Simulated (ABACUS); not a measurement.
# Nb: equation of state with BLYP

**The experiment to reproduce.**

From “Pressure effects on the electronic structure and superconductivity of (TaNb)0.67(HfZrTi)0.33 high entropy alloy”, 2019, arxiv:1910.08312, for a bulk crystal of Nb: bulk modulus 169 GPa.

Nb:

```xyz
1
Lattice="-1.6640 1.6640 1.6640 1.6640 -1.6640 1.6640 1.6640 1.6640 -1.6640" Properties=species:S:1:pos:R:3 pbc="T T T"
Nb    0.0000    0.0000    0.0000
```

```json
{
  "Program": "ABACUS 3.10.1",
  "Task": "equation of state",
  "Functional": "BLYP",
  "Potentials or basis": "PseudoDojo NC SR 0.4.1 PBE standard",
  "Cutoff": "1361 eV",
  "Density cutoff": "5442 eV",
  "Basis": "DZP LCAO (the cutoffs set its grid)",
  "k mesh": "10 × 10 × 10",
  "Occupations": "fermi-dirac, width 0.05 eV",
  "Spin": "no spin polarisation"
}
```

```yaml
Equilibrium_volume: 18.91 Å³/atom
Bulk_modulus: 150 GPa
Pressure_derivative_of_the_bulk_modulus: "3.3 (rough: it moves with the points fitted)"
```

Energy against volume, from the lowest point:
| volume (Å³/atom) | energy (meV/atom) |
| --- | --- |
| 17.322 | 70.05 |
| 18.060 | 18.67 |
| 18.797 | 0.00 |
| 19.534 | 8.91 |

All runs of the series together: 18 s on 4 threads of Intel(R) Xeon(R) Platinum 8488C (Sapphire Rapids), with other jobs on the host.

A measured bulk modulus of Nb is 169 GPa (quoted in “Pressure effects on the electronic structure and superconductivity of (TaNb)0.67(HfZrTi)0.33 high entropy alloy”, 2019, arxiv:1910.08312); the calculated 150 GPa misses it by -11.5 %. The fit is for a static lattice scaled at fixed shape and fixed fractional positions.

Caveat: the atomic orbitals were generated for these runs and aren't a published set; the potentials were made for another functional, which shifts forces and pressure; the basis of atomic orbitals isn't converged, which shifts pressures, moduli and gaps. BLYP gives volumes clearly too large for solids.
